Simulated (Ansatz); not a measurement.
Zincblende MgS, relaxed with r2SCAN in the PAW code Ansatz. The symmetry is F-43m (No. 216, cubic); conventional cell a = 5.662 Å, 22.69 Å³ an atom. Mg has 4 S at 2.45 Å; S has 4 Mg at 2.45 Å.

The axes x, y and z are those of this cell:
```
Mg S
1.0
     0.00000    2.83088    2.83088
     2.83088    0.00000    2.83088
     2.83088    2.83088    0.00000
Mg S
1 1
Direct
  0.00000 0.00000 0.00000
  0.25000 0.25000 0.25000
```

Unstrained: The PBE gap is direct at Γ: 3.466 eV. The r2SCAN gap is direct at Γ: 4.142 eV. The HSE06 gap is direct at Γ: 4.528 eV. Meshes: PBE 8×8×8, r2SCAN 8×8×8, HSE06 6×6×6. Strains are changes of length per length, and xy shears are angles. After each strain the atoms were relaxed again with r2SCAN within the symmetry that the strain leaves, so tilts or polar shifts that break it weren't tested; points keep the names that they have in the unstrained zone. The calculation is spin-unpolarised, and the structure need not be a phase that has been made.

Q: Apply uniaxial -0.5 % along [111], other directions held. How far does the gap move, against the unstrained cell?

A: PBE: the gap goes from 3.466 to 3.471 eV (+0.005 eV); with r2SCAN the top three valence levels at Γ, degenerate before, become 1+2 from the top over 30 meV. r2SCAN: the gap goes from 4.142 to 4.148 eV (+0.006 eV). HSE06: the gap goes from 4.528 to 4.534 eV (+0.006 eV). The r2SCAN energy rises by 0.2 meV an atom.

Q: Apply xy shear, engineering strain (angle) +3.0 %. How far does the gap move, against the unstrained cell?

A: PBE: the gap goes from 3.466 to 3.367 eV (-0.099 eV); with r2SCAN the top three valence levels at Γ, degenerate before, become 1+1+1 from the top over 179 meV. r2SCAN: the gap goes from 4.142 to 4.038 eV (-0.104 eV). HSE06: the gap goes from 4.528 to 4.425 eV (-0.103 eV). The r2SCAN energy rises by 2.0 meV an atom.

Q: Apply epitaxial +0.5 % in the plane normal to [111], free normal strain -0.36 %. How far does the gap move, against the unstrained cell?

A: PBE: the gap goes from 3.466 to 3.401 eV (-0.065 eV); with r2SCAN the top three valence levels at Γ, degenerate before, become 1+2 from the top over 51 meV. r2SCAN: the gap goes from 4.142 to 4.073 eV (-0.069 eV). HSE06: the gap goes from 4.528 to 4.459 eV (-0.069 eV). The r2SCAN energy rises by 0.4 meV an atom.

Q: Estimate what isotropic +0.5 % on every length does to the gap.

A: PBE: the gap goes from 3.466 to 3.392 eV (-0.074 eV). r2SCAN: the gap goes from 4.142 to 4.063 eV (-0.079 eV). HSE06: the gap goes from 4.528 to 4.448 eV (-0.080 eV). The r2SCAN energy rises by 0.9 meV an atom.

Q: One strain changed the r2SCAN stress by xx +3.47, yy +3.47, zz -0.01 GPa (compression positive) and the gap by -0.012 eV (PBE), -0.093 eV (r2SCAN), -0.005 eV (HSE06). Which kind of strain was it, and roughly how large?

A: Epitaxial -5.0 % in the xy plane, free normal strain +6.30 %. The pattern of the stress gives the kind; the size needs the stiffness, so it is an estimate.

The meshes of the hybrids are coarse, so their gaps aren't converged to the digits shown.

The splittings at Γ are without spin-orbit coupling, which regroups them where it is of like size or larger.
